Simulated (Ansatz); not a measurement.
Input and output of a single-point calculation on AlAs (zincblende) (the plane-wave code Ansatz, r2SCAN+SOC). The cell was relaxed with r2SCAN and then strained (isotropic +3.0 % on every length), with the atoms relaxed again with r2SCAN; k points keep the names of the unstrained zone.

Input (YAML):
```yaml
crystal:
  lattice:
    - [0.0, 2.9240923768, 2.9240923768]
    - [2.9240923768, 0.0, 2.9240923768]
    - [2.9240923768, 2.9240923768, 0.0]
  atoms:
    - { symbol: Al, position: [0.0, 0.0, 0.0] }
    - { symbol: As, position: [0.25, 0.25, 0.25] }
kpoints:
  mp_grid: { grid: [8, 8, 8] }
  band_path:
    path:
      - [0.0, 0.0, 0.0]
      - [-0.5, -0.5, 0.0]
      - [-0.375, -0.375, 0.25]
      - [-0.375, 0.0, 0.375]
      - [0.0, 0.0, 0.5]
      - [-0.5, -0.25, 0.25]
    npoints: 1
hamiltonian:
  xc: r2scan
scf:
  occupations: { method: fixed }
  n_extra_bands: 8
magnetization:
  noncollinear: true
  spin_orbit: true
output:
  forces: true
  stress: true
  eigenvalues: true
```

Wall time 6.7 s on 1 × NVIDIA H100 80GB HBM3 with 2 threads of AMD EPYC 7R13 Processor (Zen 3) (shared host), load about 3.1 per core; peak host memory 1.3 GiB.

The log, with set-up remarks and timings taken out:
```
Pseudopotential: Al, paw_fr, valence charge 3, recommended cutoff 500 eV (meta_gga)
Pseudopotential: As, paw_fr, valence charge 15, recommended cutoff 500 eV (meta_gga)
Functional definition: r2SCAN
Crystal: 2 atoms, lattice volume = 50.004 Å³
Basis set: ecut = 500 eV, 1243 PW (Γ)
Bands: 26, of which v1, the nominal top of the filled ones, is band 18 counted from 1 (17 counted from 0)
Symmetry: 24 space group operations + 24 with time reversal
Magnetic group: BNS 216.75 (UNI 1577)
k-points: 29 of 512 (time reversal used)
SCF converged after 7 iterations
Free energy (F): -5403.009185 eV
Fermi energy:    5.228707 eV
--- Stress (GPa, compression-positive) ---
       -5.570533       0.000000       0.000000
        0.000000      -5.570533       0.000000
        0.000000       0.000000      -5.570533
  P = ⅓ Tr σ = -5.5705 GPa (-55.705 kbar)
```

bands.tsv, columns around the gap (it counts bands from 0):
```tsv
# k_distance	band_8	band_9	band_10	band_11	band_12	band_13	band_14	band_15	band_16	band_17	band_18	band_19	band_20	band_21	band_22	band_23	band_24	band_25
# fermi_ev = 5.228707
# [0, 0, 0] at k_distance = 0.000000
# [-0.5, -0.5, 0] at k_distance = 1.074382
# [-0.375, -0.375, 0.25] at k_distance = 1.454234
# [-0.375, 0, 0.375] at k_distance = 2.112156
# [0, 0, 0.5] at k_distance = 2.770078
# [-0.5, -0.25, 0.25] at k_distance = 3.529781
# levels_relative_to = fermi_ev
0.000	-34.770	-34.770	-11.880	-11.880	-0.283	-0.283	0.000	0.000	0.000	0.000	1.802	1.802	4.421	4.421	4.453	4.453	4.453	4.453
1.074	-34.770	-34.770	-10.126	-10.126	-5.304	-5.304	-2.185	-2.185	-2.063	-2.063	1.839	1.839	2.559	2.559	10.221	10.221	10.351	10.351
1.454	-34.770	-34.770	-10.156	-10.155	-5.104	-5.048	-3.258	-3.170	-1.775	-1.772	2.553	2.560	5.072	5.136	8.230	8.233	8.325	8.346
2.112	-34.770	-34.770	-10.156	-10.155	-5.104	-5.048	-3.258	-3.170	-1.775	-1.772	2.553	2.560	5.072	5.136	8.230	8.233	8.325	8.346
2.770	-34.770	-34.770	-10.613	-10.613	-5.373	-5.373	-0.960	-0.960	-0.795	-0.795	2.168	2.168	4.920	4.920	4.939	4.939	8.058	8.058
3.530	-34.770	-34.770	-10.103	-10.102	-5.043	-4.975	-3.070	-2.944	-2.658	-2.652	4.572	4.576	5.494	5.609	5.820	5.833	6.345	6.347
```
In order the rows are Γ, X, U, K, L, W.

r2SCAN+SOC gives a direct gap of 1.80 eV at Γ. Edges are sought over the mesh and the listed points. At this geometry r2SCAN+SOC finds -5.57 GPa, compression counted positive: its own equilibrium volume is smaller.

Calculated for a static, non-magnetic cell.
